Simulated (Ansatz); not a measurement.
Write the native input for Ansatz 0.2.0 that does the following.

```yaml
Task: density of states
Functional: PBEsol
Potentials_or_basis: all-electron LAPW, scalar-relativistic
Cutoff: 312 eV (chosen from the basis error)
Basis_error_allowed: 0.001 eV/atom
k_mesh: 11 × 11 × 11
Occupations: fermi-dirac, width 0.05 eV
Spin: no spin polarisation
```

Crystal: TiC.

```
CELL_PARAMETERS angstrom
0.00000 2.16572 2.16572
2.16572 0.00000 2.16572
2.16572 2.16572 0.00000
ATOMIC_POSITIONS crystal
Ti 0.00000 0.00000 0.00000
C 0.50000 0.50000 0.50000
```

The cell is a database's computed one.

One way to write it, as run:

input.yaml

```yaml
crystal:
  lattice:
    - [0.0, 2.1657188437, 2.1657188437]
    - [2.1657188437, 0.0, 2.1657188437]
    - [2.1657188437, 2.1657188437, 0.0]
  atoms:
    - { symbol: Ti, position: [0.0, 0.0, 0.0] }
    - { symbol: C, position: [0.5, 0.5, 0.5] }
kpoints:
  mp_grid: { grid: [11, 11, 11] }
scf:
  occupations: { method: fermi_dirac, width: 0.05 }
hamiltonian:
  xc: pbesol
  pseudopotentials: { kind: all_electron, lapw: { basis_error: 0.001 } }
output:
  forces: true
  stress: true
  eigenvalues: true
  dos: { projected: false, de: 0.1, e_range: [-14, 8] }
```

Potentials or basis: all-electron LAPW, scalar-relativistic.

The run is started by

```bash
$ ansatz run input.yaml --threads 1 --pin off --max-ram 3072MiB --backend cpu --events-out ev --progress --plain --runs-dir out
```

Results of the run:

```yaml
Pressure: -6.7 GPa
Band_gap_on_the_k_mesh: none (metal or under the smearing width)
```

It took 8 s on 1 thread of Arm Neoverse V1, on a shared host, peak memory 0.28 GiB.
